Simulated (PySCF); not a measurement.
An unknown gives this computed stick spectrum. Computed with TDDFT CAM-B3LYP/aug-cc-pVTZ, vertical, gas phase, core orbitals frozen in the response in PySCF 2.14.0, density-fitted response routines. Geometries: PBE0-D3(BJ)/def2-TZVP, one conformer each.

| state | λ (nm) | f |
| --- | --- | --- |
| S1 | 240.3 | 0.0000 |
| S2 | 229.0 | 0.010 |
| S3 | 216.6 | 0.018 |
| S4 | 204.9 | 0.0098 |
| S5 | 202.5 | 0.010 |
| S6 | 198.0 | 0.0000 |
| S7 | 192.9 | 0.0022 |
| S8 | 185.0 | 0.0043 |
| S9 | 181.6 | 0.0061 |
| S10 | 180.0 | 0.041 |

Orbital energies (eV): HOMO-3 -11.65, HOMO-2 -10.19, HOMO-1 -8.94, HOMO -7.56, LUMO 0.22, LUMO+1 0.53, LUMO+2 0.74.

Task: Which candidate is it?
A. `C1C=CCC1`
B. `C1=CCSC1`
C. `FC(F)F`
D. `O=C1C=C1`
E. `c1cscn1`

Result: B. Its S1 lies at 5.16 eV; the nearest of the others has S1 at 5.56 eV. S1 is HOMO→LUMO+9 (44%), HOMO→LUMO+1 (24%), HOMO→LUMO+4 (22%). Löwdin shares by element: HOMO sulfur 55%, carbon 30% or more; LUMO hydrogen 67% or more (atoms not listed hold the other 33%). At the same level the other candidates give, for their lowest levels:
- `C1=CCCC1`: 207 nm (f 0.006); 187 nm (f 0.035); 186 nm (f 0.004); 185 nm (f 0.000); 181 nm (f 0.224); T1 4.31 eV; HOMO -8.15, LUMO 0.29 eV
- `FC(F)F`: 119 nm (f 0.021); 112 nm (f 0.000); 110 nm (f 0.008 summed over 2 states); 108 nm (f 0.157); 105 nm (f 0.171 summed over 2 states); T1 10.04 eV; HOMO -13.01, LUMO 0.27 eV
- `c1cscn1`: 223 nm (f 0.000); 215 nm (f 0.088); 199 nm (f 0.004); 193 nm (f 0.036); 191 nm (f 0.001); T1 3.93 eV; HOMO -8.64, LUMO 0.21 eV
- `O=c1cc1`: 282 nm (f 0.000); 222 nm (f 0.000); 199 nm (f 0.007); 186 nm (f 0.030); 181 nm (f 0.003); T1 3.98 eV; HOMO -8.46, LUMO -0.16 eV
Triplets come from the Tamm–Dancoff approximation.
